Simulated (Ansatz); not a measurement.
Ag in Ansatz: convergence with k mesh

Crystal: Ag.

```
Ag
1.0
     0.00000    2.04275    2.04275
     2.04275    0.00000    2.04275
     2.04275    2.04275    0.00000
Ag
1
Direct
  0.00000 0.00000 0.00000
```

```yaml
Program: Ansatz 0.2.0
Task: convergence study
Functional: r2SCAN
Potentials_or_basis: Ansatz PAW
Cutoff: "500 eV (not typed: the program's choice for these potentials)"
k_mesh: 3 × 3 × 3
Occupations: methfessel-paxton, width 0.05 eV
Spin: no spin polarisation
```

These are the settings of the first run; the series varies k mesh, with any setting tied to it.

Hardware: 2 threads of Intel(R) Xeon(R) 6975P-C (Granite Rapids), on a shared host.

Question: The values tried are 3 × 3 × 3, 4 × 4 × 4, 5 × 5 × 5, 6 × 6 × 6, 8 × 8 × 8, 10 × 10 × 10, 13 × 13 × 13, 15 × 15 × 15, 18 × 18 × 18, loosest first. From which on does the pressure stay within 0.1 GPa of the tightest run that finished?

Answer: From 15 × 15 × 15 on.

| k mesh | energy less the tightest run, at zero smearing (meV/atom) | pressure (GPa) | SCF cycles | CPU time (s) | peak memory (GiB) |
| --- | --- | --- | --- | --- | --- |
| 3 × 3 × 3 | -329.05 | -1.99 | 6 | 0.53 | 0.34 |
| 4 × 4 × 4 | 195.80 | 2.40 | 6 | 0.59 | 0.37 |
| 5 × 5 × 5 | -121.89 | 0.48 | 6 | 0.59 | 0.37 |
| 6 × 6 × 6 | 78.00 | 2.18 | 6 | 0.65 | 0.36 |
| 8 × 8 × 8 | 34.41 | 2.01 | 6 | 0.8 | 0.36 |
| 10 × 10 × 10 | 17.14 | 1.77 | 6 | 1 | 0.37 |
| 13 × 13 × 13 | 5.53 | 1.22 | 6 | 1.4 | 0.39 |
| 15 × 15 × 15 | 7.70 | 1.37 | 6 | 1.8 | 0.4 |
| 18 × 18 × 18 | 0.00 | 1.45 | 6 | 2.8 | 0.43 |

Not settled before the last step: the energy (to 1 meV/atom). Meshes of other sizes hit other points, so gaps and Fermi surfaces needn't settle smoothly. The tightest run that finished is the yardstick and may itself not be fully converged.

Caveat, for the tightest run too: the PAW data sets come from PBE, with cores solved anew for the run's functional, which leaves a small shift of forces and pressure.
